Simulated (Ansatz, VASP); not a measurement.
Two plane-wave programs on Cr

```
Cr
1.0
     4.12581    0.00000    0.00000
    -2.06290    3.57305    0.00000
     0.00000    0.00000    2.48823
Cr
3
Direct
  0.00000 0.00000 0.00000
  0.33333 0.66667 0.50000
  0.66667 0.33333 0.50000
```

Alike in both runs: functional r2SCAN; k mesh 6 × 6 × 6; occupations gaussian, width 0.1 eV; collinear spin.

Ansatz relaxed the structure, and its values are those at the end. VASP's run is a single point on that final structure, the one shown.

|  | VASP | Ansatz |
| --- | --- | --- |
| version | VASP 6.6.1 | Ansatz 0.2.0 |
| potentials or method | VASP PAW PBE potentials, release 64 (Cr_pv) | scalar-relativistic, plane waves, PAW |
| plane-wave cutoff (eV) | 520 | 500 |
| valence electrons in the cell | 36 | 42 |

VASP gave:

```
gap on the k mesh at the Fermi level (eV)                     : none
pressure (GPa)                                                : -5.7
net moment per atom (μB)                                      : 1.12
size of the moment on the site where the two differ most (μB) : 1.94
```

Q: Which values does Ansatz return?

A: gap on the k mesh at the Fermi level (eV): none; pressure (GPa): -0.1; net moment per atom (μB): 1.20; size of the moment on the site where the two differ most (μB): 2.32.

Site moments also hang on the region over which each program counts them. A gap of «none» marks a metal or a gap that the smearing closes. The two sets of potentials don't hold the same shells in valence.

Caveats: the k mesh is coarse (spacing up to 0.42 Å⁻¹), so the values aren't converged; the PAW data sets were made with another functional, which shifts forces and pressure a little (VASP).
